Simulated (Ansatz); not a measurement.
The following input was run with Ansatz 0.2.0.

```yaml
crystal:
  lattice:
    - [3.8790498158, 0.0, 0.0]
    - [0.0, 3.8790498158, 0.0]
    - [0.0, 0.0, 3.8790498158]
  atoms:
    - { symbol: Ga, position: [0.0, 0.0, 0.0] }
    - { symbol: "N", position: [0.5, 0.0, 0.5] }
    - { symbol: "N", position: [0.0, 0.5, 0.5] }
    - { symbol: "N", position: [0.5, 0.5, 0.0] }
basis:
  ecutwfc: 420
kpoints:
  mp_grid: { grid: [12, 12, 12] }
hamiltonian:
  xc: pbe
scf:
  occupations: { method: gaussian, width: 0.1 }
output:
  forces: true
  stress: true
  eigenvalues: true
```

It can be run as
```bash
ansatz run input.yaml --threads 1 --pin off --backend cpu --events-out ev --progress --plain --runs-dir out  # memory cap (--max-ram) not shown
```

Method: DFT PBE, scalar-relativistic, plane waves, PAW (Ansatz).

Part of what the program printed, abridged:

```
Pseudopotentials: kind: paw
Pseudopotential: Ga, paw, valence charge 13, recommended cutoff 420 eV (normal)
Pseudopotential: N, paw, valence charge 5, recommended cutoff 420 eV (normal)
Functional definition: PBE
Crystal: 4 atoms, lattice volume = 58.368 Å³
Basis set: ecut = 420 eV, 1189 PW (Γ), exchange–correlation on 54×54×54 points (8 copies of the dense FFT grid, shifted against one another)
Bands: 18, of which v1, the nominal top of the filled ones, is band 14 counted from 1 (13 counted from 0)
Symmetry: 48 space group operations
Space group: Pm-3m (ITA 221), of the structure as read, at distance tolerance 3.9e-5 Å
k-points: 84 of 1728
Initial density: superposition of atomic densities (neutral atoms: chi_scale 0, normalization atom), corrected by the library's trained network
Initial wavefunctions: pseudopotential atomic-orbital guess
Functional: x = pbe(κ = 0.804, μ = 0.21951497), c = pbe(β = 0.06672455)
SCF iter   1: F=—  HF=-4921.463146 eV  |F-HF|=—  |Δ(HF+E_count)|=         —  Δρ=4.12e-3  dr2=7.53e-3  ethr=1.77e-3  ⟨swp⟩=5.4  Hψ=6191  notcnv=0
SCF iter   2: F=—  HF=-4921.461765 eV  |F-HF|=—  |Δ(HF+E_count)|=   1.38e-3  Δρ=2.04e-3  dr2=2.24e-3  ethr=2.69e-5  ⟨swp⟩=1.2  Hψ=2360  notcnv=0
SCF iter   3: F=—  HF=-4921.461603 eV  |F-HF|=—  |Δ(HF+E_count)|=   1.62e-4  Δρ=6.32e-4  dr2=4.35e-4  ethr=8.00e-6  ⟨swp⟩=2.0  Hψ=1927  notcnv=0
SCF iter   4: F=—  HF=-4921.461395 eV  |F-HF|=—  |Δ(HF+E_count)|=   2.08e-4  Δρ=3.85e-4  dr2=9.98e-5  ethr=1.55e-6  ⟨swp⟩=2.0  Hψ=2087  notcnv=0
SCF iter   5: F=—  HF=-4921.461360 eV  |F-HF|=—  |Δ(HF+E_count)|=   3.42e-5  Δρ=9.59e-5  dr2=4.69e-6  ethr=3.56e-7  ⟨swp⟩=2.0  Hψ=2519  notcnv=0
SCF iter   6: F=—  HF=-4921.461359 eV  |F-HF|=—  |Δ(HF+E_count)|=   1.39e-6  Δρ=3.65e-5  dr2=9.19e-7  ethr=1.68e-8  ⟨swp⟩=2.0  Hψ=2028  notcnv=0
SCF iter   7: F=-4921.461359 eV  HF=-4921.461359 eV  |F-HF|=3.96e-8  |Δ(HF+E_count)|=   1.65e-7  Δρ=1.47e-5  dr2=4.85e-8  ethr=3.57e-10  ⟨swp⟩=3.0  Hψ=6067  notcnv=0
SCF 1 converged in 7 iterations: F = -4921.461359 eV  dr2 = 4.85e-8
SCF converged after 7 iterations
Free energy (F): -4921.461359 eV
Harris-Foulkes:  -4921.461359 eV  (|F-HF|=3.96e-8)
Internal energy: -4921.444799 eV  (E = F + TS)
E sigma→0 (E₀):  -4921.453079 eV
Entropy (-TS):   -0.016560 eV (-4.140 meV/atom)
Fermi energy:    3.802408 eV
--- Per-component energies (eV) ---
  E_band       = -136.056987
  E_kinetic    = 456.358332
  E_local      = -2526.380798  (includes V_loc(G=0)·N_el)
  E_nonlocal   = 569.145654
  E_hartree    = 1048.169645
  E_xc         = -232.384740
  E_vxc        = -264.170522  (∫ρ·V_xc dr)
  E_paw        = -2367.537226  (= ΣΔE_a)
  E_vpaw       = -467.342373  (= ΣTr[D̂ρ^β])
  E_aug_tail   = 0.000099  (compensation charges beyond the density's cutoff)
  E_ewald      = -1868.815765
  E_smearing   = -0.016560  (= −TS)
--- Forces (eV/Å), atoms counted from 1 ---
  atom   1  Ga     0.00000000     0.00000000     0.00000000
  atom   2  N      0.00000000     0.00000000     0.00000000
  atom   3  N      0.00000000     0.00000000     0.00000000
  atom   4  N      0.00000000     0.00000000     0.00000000
--- Stress (GPa, compression-positive) ---
      -26.748813       0.000000       0.000000
        0.000000     -26.748813       0.000000
        0.000000       0.000000     -26.748813
  P = ⅓ Tr σ = -26.7488 GPa (-267.488 kbar)
--- Band table (eV; the first three rows and the last of 84) ---
  k-point 0: bands = ["-10.5813", "-10.5813", "-10.5269", "-10.5269", "-10.5269", "-10.5133", "-7.5272", "-7.5272", "0.8235", "0.8235", "0.8235", "1.5492", "3.6875", "3.6875", "3.6875", "4.8072", "4.8072", "4.8072"]
  k-point 1: bands = ["-10.5798", "-10.5797", "-10.5278", "-10.5278", "-10.5268", "-10.4742", "-7.5842", "-7.5253", "0.5337", "0.8681", "0.8681", "1.9099", "3.6464", "3.6614", "3.6614", "4.7796", "4.7796", "4.7869"]
  k-point 2: bands = ["-10.5762", "-10.5752", "-10.5303", "-10.5303", "-10.5267", "-10.3583", "-7.7491", "-7.5203", "0.1359", "0.9991", "0.9991", "2.4886", "3.5366", "3.5678", "3.5678", "4.7162", "4.7162", "4.7616"]
  k-point 83: bands = ["-10.6144", "-10.6144", "-10.6144", "-10.5170", "-10.5170", "-8.2729", "-8.2729", "-8.2729", " 0.0000", " 0.0000", " 0.0000", "0.1383", "1.1929", "4.9160", "4.9160", "4.9160", "5.0931", "5.0931"]
```

Self-consistency was reached.

Spin polarisation was left out, and a magnetic state may lie lower.